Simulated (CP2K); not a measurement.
Sr:

```
Sr
1.0
     4.30253    0.00000    0.00000
     2.15127    3.72610    0.00000
     2.15127    1.24203    3.51300
Sr
1
Direct
  0.00000 0.00000 0.00000
```

Base run:

```yaml
Program: CP2K 2026.2
Functional: PBEsol
Potentials_or_basis: POTENTIAL_UZH Sr GTH-PBE-q10; TZVP-MOLOPT-PBE-GTH basis
Density_cutoff: 12245 eV
k_mesh: 8 × 8 × 8
Occupations: fermi-dirac, width 0.05 eV
Spin: no spin polarisation
```

Its results: band gap on the k mesh none (metal or under the smearing width); pressure -0.9 GPa.

Problem. The run is repeated on the same cell with these changes: functional from PBEsol to BLYP. What comes out?

Solution. Band gap on the k mesh none (metal or under the smearing width); pressure 0.0 GPa.

BLYP binds less tightly than PBEsol, so the same cell stands under more pressure.

Caveats: the potentials were made for another functional, which shifts forces and pressure; the basis of atomic orbitals isn't converged, which shifts pressures, moduli and gaps.
